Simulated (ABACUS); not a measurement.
A run of ABACUS 3.10.1 is set up as follows.

The input INPUT:

```
INPUT_PARAMETERS
suffix              Rh
calculation         scf
basis_type          lcao
pseudo_dir          ./
orbital_dir         ./
symmetry            1
dft_functional      pbe
ecutwfc             100
pseudo_rcut         10
nspin               1
nbands              13
ks_solver           genelpa
smearing_method     fd
smearing_sigma      0.00367493
scf_thr             1e-07
scf_nmax            100
mixing_type         broyden
mixing_beta         0.7
cal_force           1
cal_stress          1
out_mul             1
```

Contents of STRU:

```
ATOMIC_SPECIES
Rh 102.9055 Rh.upf

NUMERICAL_ORBITAL
Rh_confined-atom_7au_3s2p2d1f.orb

LATTICE_CONSTANT
1.8897261246

LATTICE_VECTORS
-0.0393340000 1.8830950000 1.9624630000
1.9019270000 0.0328110000 1.8903180000
1.9246520000 1.8336750000 0.0100860000

ATOMIC_POSITIONS
Direct

Rh
0.0
1
0.0047670000 0.0035010000 -0.0058200000 1 1 1
```

The input KPT:

```
K_POINTS
0
Gamma
12 12 12 0 0 0
```

Potentials or basis: PseudoDojo NC SR 0.4.1 PBE standard, DZP LCAO (the cutoffs set its grid).

Launch:

```console
$ OMP_NUM_THREADS=1 mpirun -np 4 abacus > log
```

(1) What does it give for the band gap on the k mesh?

(2) Predict the pressure.

Results:

(1) none (metal or under the smearing width).

(2) 10.4 GPa.

Caveat: the atomic orbitals were generated for these runs and aren't a published set; the basis of atomic orbitals isn't converged, which shifts pressures, moduli and gaps.
